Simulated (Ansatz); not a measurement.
System: rock-salt LiI. Method: r²SCAN50 in Ansatz (plane waves, PAW).

Settings: plane-wave cutoff 520 eV, 8×8×8 k mesh, Fermi–Dirac smearing 0.01 eV, scalar-relativistic PAW data made under PBE.

Cell (relaxed at this level):

```cif
data_I4Li4
_chemical_formula_sum 'Li4 I4'
_space_group_name_H-M_alt 'Fm-3m'
_space_group_IT_number 225
_space_group_name_Hall '-F 4 2 3'
_cell_length_a 5.96485
_cell_length_b 5.96485
_cell_length_c 5.96485
_cell_angle_alpha 90.000
_cell_angle_beta 90.000
_cell_angle_gamma 90.000
loop_
_atom_site_label
_atom_site_type_symbol
_atom_site_symmetry_multiplicity
_atom_site_Wyckoff_symbol
_atom_site_fract_x
_atom_site_fract_y
_atom_site_fract_z
_atom_site_occupancy
Li1 Li 4 a 0.00000 0.00000 0.00000 1
I1 I 4 b 0.50000 0.50000 0.50000 1
```
(The calculation used a cell of 2 atoms; values per cell refer to that cell.)

**Question.** What does this level give for the pressure derivative B′ of the bulk modulus, band gap and width of the whole s-p valence band?

**Answer.** 
- pressure derivative B′ of the bulk modulus = 4.5
- band gap = 7.85 eV
- width of the whole s-p valence band = 14.03 eV

Measured, for comparison: band gap 6.4 eV (temperature not stated, not corrected to a static lattice, our sources range from 6.10 to 6.40; as tabulated in Aguado et al. (1998), arXiv:cond-mat/9809176).

Spin–orbit coupling is not included; with these elements it can move the gap by several tenths of an eV or more.

Computed values are for the static lattice.

Computing time: very roughly 20 core-minutes.

Ansatz is a quantum-chemistry and plane-wave program.
